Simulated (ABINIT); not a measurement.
The system is CuO.

```
Cu O
1.0
     2.34465   -1.71340    0.00000
     2.34465    1.71340    0.00000
    -0.86055    0.00000    5.05944
Cu O
2 2
Direct
  0.00320 0.49680 0.00000
  0.49680 0.00320 0.50000
  0.57140 0.40560 0.25370
  0.40560 0.57140 0.75370
```

* Program: ABINIT 10.8.3 (patched build)
* Task: single point
* Functional: PBE
* Potentials or basis: JTH PAW PBE v2.0
* Cutoff: 707 eV
* k mesh: 10 × 10 × 5
* Occupations: fermi-dirac, width 0.05 eV
* Spin: no spin polarisation

On this cell: pressure 5.5 GPa; largest force 0.773 eV/Å; band gap on the k mesh none (metal or under the smearing width).

The same run follows on a disturbed copy (atoms moved at random, drawn with an rms of 0.05 Å):

```xyz
4
Lattice="2.3446 -1.7134 0.0000 2.3446 1.7134 0.0000 -0.8605 0.0000 5.0594" Properties=species:S:1:pos:R:3 pbc="T T T"
Cu    1.1664    0.8079   -0.0241
Cu    0.7738   -0.8528    2.5159
O     2.0676   -0.2642    1.3205
O     1.6698    0.2901    3.8358
```

Q: What does the disturbed cell give?

A: The energy (extrapolated to zero smearing) moves by +16.4 meV/atom; pressure 6.6 GPa; largest force 1.304 eV/Å; band gap on the k mesh none (metal or under the smearing width).

Forces in eV/Å, atoms in the order of the input:
```
Cu  -0.710  0.488  0.692
Cu  -0.904 -0.301  0.815
O    0.921  0.251 -0.888
O    0.694 -0.439 -0.619
```

Stress tensor (GPa, compression positive):
```
 6.92  0.33 -2.86
 0.33  6.73 -0.60
-2.86 -0.60  6.08
```

Caveats: the run has no spin polarisation, though such a crystal can be magnetic; semilocal functionals often make such compounds metallic where correlation or magnetic order opens a gap, which also shifts bond lengths.
